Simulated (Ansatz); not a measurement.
# CrO2 (CdI2-type structure)

Computed with Ansatz (plane waves, PAW, 420 eV cutoff): PBE, scalar-relativistic, collinear spin, Γ-centred 14×14×6 mesh, 0.05 eV Gaussian smearing. The datasets are Ansatz's generated set soft_2.

```
CELL_PARAMETERS angstrom
2.89305 0.00000 0.00000
-1.44653 2.50546 0.00000
0.00000 0.00000 5.36485
ATOMIC_POSITIONS crystal
Cr 0.00000 0.00000 0.00000
O 0.33333 0.66667 0.17681
O 0.66667 0.33333 0.82319
```

This is a trial structure; measured cells of the compound in the Crystallography Open Database are in space group P42/mnm.

Magnetic state: ferromagnetic, site spin moments Cr 1.74; O -0.05 μB.

The run above is the reference. The same cell was run again with other input settings; several of them aren't fit for production, so the rows show the settings' effect and aren't properties of the material.

| keys changed | outcome | ΔE (meV/atom) | P (GPa) | gap on the mesh (eV) | cell moment (μB) | largest force component (eV/Å) | SCF iterations | rough core-seconds | new warnings |
| --- | --- | --- | --- | --- | --- | --- | --- | --- | --- |
| none (reference) | converged | 0.0 | 0.0 | metal | 2.00 | 0.001 | – | – | – |
| basis.ecutwfc: 420 → "450 eV" | converged | -3.3 | 0.0 | metal | 2.00 | 0.001 | 10 | 15 | – |
| hamiltonian.hubbard: {"sites": [{"species": "Cr", "l": "d", "u_eff": 8.0}], "double_counting": "fll"}; scf.mixing.preconditioner: "kerker_dos"; scf.initial_density.chi_scale: 0.0 | converged | – | 16.4 | metal | 2.00 | 0.668 | 21 | 50 | filled band counts differ across k points |
| kpoints.mp_grid.grid: [14, 14, 6] → [18, 18, 8] | converged | 0.5 | 0.0 | metal | 2.00 | 0.005 | 10 | 27 | – |
| scf.occupations.method: "gaussian" → "cold"; scf.occupations.width: 0.05 → 0.01; basis.ecutwfc: 420 → "44.1 Ry"; kpoints.mp_grid.grid: [14, 14, 6] → [9, 9, 4] | converged | -5.5 | 0.0 | metal | 2.00 | 0.008 | 11 | 8 | stability check not made |

ΔE is the energy with the smearing extrapolated to zero. It is left out where the change alters the Hamiltonian or the spin treatment. The varied runs start from atomic densities (corrected by the program's trained start where that serves), with the default search for lower states unless a row changes it, while the reference went on from a saved state, so a magnet may end in another state whatever the setting.

Task: What happens with these changes: scf.occupations.width: 0.05 → null; scf.occupations.method: "gaussian" → "tetrahedron_uncorrected"?

Result: outcome converged, ΔE (meV/atom) 1.7, P (GPa) 0.0, gap on the mesh (eV) metal, cell moment (μB) 2.00, largest force component (eV/Å) 0.010, SCF iterations 12, rough core-seconds 17, new warnings band table not solved further.

Task: What happens with these changes: scf.convergence.dr2_threshold: 1e-11; kpoints.mp_grid.grid: [14, 14, 6] → [7, 7, 3]?

Result: outcome converged, ΔE (meV/atom) -0.3, P (GPa) 0.1, gap on the mesh (eV) metal, cell moment (μB) 2.00, largest force component (eV/Å) 0.048, SCF iterations 14, rough core-seconds 3.

2 further runs (cut off, refused for memory, with changed atoms or starts, or in doubt) are left out.

Of the reference: Site moments are of spin, integrated over atomic spheres. The structure is built of weakly bound layers, and this functional has no dispersion term, so their spacing and all that hangs on it (volume, the soft elastic constants, low modes, dielectric constants) are poorly given. Compounds of this kind are often insulators, Mott or charge-transfer ones with an open 3d shell, so the metal found may come from the functional, which lacks a U or exact exchange, or from the structure.
